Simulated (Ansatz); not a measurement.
Relaxed bulk SrTiO₃:

```
Sr Ti O
1.0
     3.89112    0.00000    0.00000
     0.00000    3.89112    0.00000
     0.00000    0.00000    3.89112
Sr Ti O
1 1 3
Direct
  0.00000 0.00000 0.00000
  0.50000 0.50000 0.50000
  0.00000 0.50000 0.50000
  0.50000 0.00000 0.50000
  0.50000 0.50000 0.00000
```

Miller indices refer to the conventional cell of Pm-3m (No. 221), a = 3.891 Å, b = 3.891 Å, c = 3.891 Å, α = 90.00°, β = 90.00°, γ = 90.00°. The bulk's gap is 1.85 eV.

The (100) slab of 7 planes, 11.7 Å thick with 15 Å of vacuum as cut; outer planes TiO2 (top) and TiO2 (bottom).

Theory: DFT PBEsol, scalar-relativistic, plane waves, PAW (Ansatz). Cutoff 420 eV; k points 7×7×1 on the computed 18-atom cell (Γ-centred); Gaussian smearing, width 0.05 eV; no spin polarisation. The cell repeats along c with a dipole correction in the vacuum.

The slab isn't stoichiometric (Sr3Ti4O11), so its surface energy depends on the chemical potentials and isn't given.

With the atoms at the bulk's places:

```yaml
Gap_of_the_slab_on_the_mesh: 1.04 eV
Bulk_valence_band_top_under_the_vacuum_level: 5.64 eV
Bulk_conduction_band_bottom_under_the_vacuum_level: 3.78 eV
```

Task: What changes when all atoms relax within this surface cell and its symmetry?

Result: The energy falls by 0.179 J/m² a face, and the largest move is 0.13 Å.

| Quantity | Value |
| --- | --- |
| Gap of the slab on the mesh | 1.17 eV |
| Bulk valence band top under the vacuum level | 6.24 eV |
| Bulk conduction band bottom under the vacuum level | 4.39 eV |

| plane (bottom to top) | atoms | spacing to next, bulk (Å) | relaxed (Å) | change (%) | rumpling (Å) |
| --- | --- | --- | --- | --- | --- |
| 1 | TiO2 | 1.946 | 1.823 | -6.3 | 0.085 |
| 2 | SrO | 1.946 | 2.026 | +4.1 | 0.127 |
| 3 | TiO2 | 1.946 | 1.935 | -0.5 | 0.015 |
| 4 | SrO | 1.946 | 1.935 | -0.5 | 0.000 |
| 5 | TiO2 | 1.946 | 2.026 | +4.1 | 0.015 |
| 6 | SrO | 1.946 | 1.823 | -6.3 | 0.127 |
| 7 | TiO2 |  |  |  | 0.085 |

An odd mesh misses points on the zone edge, so a gap read on it can be too wide.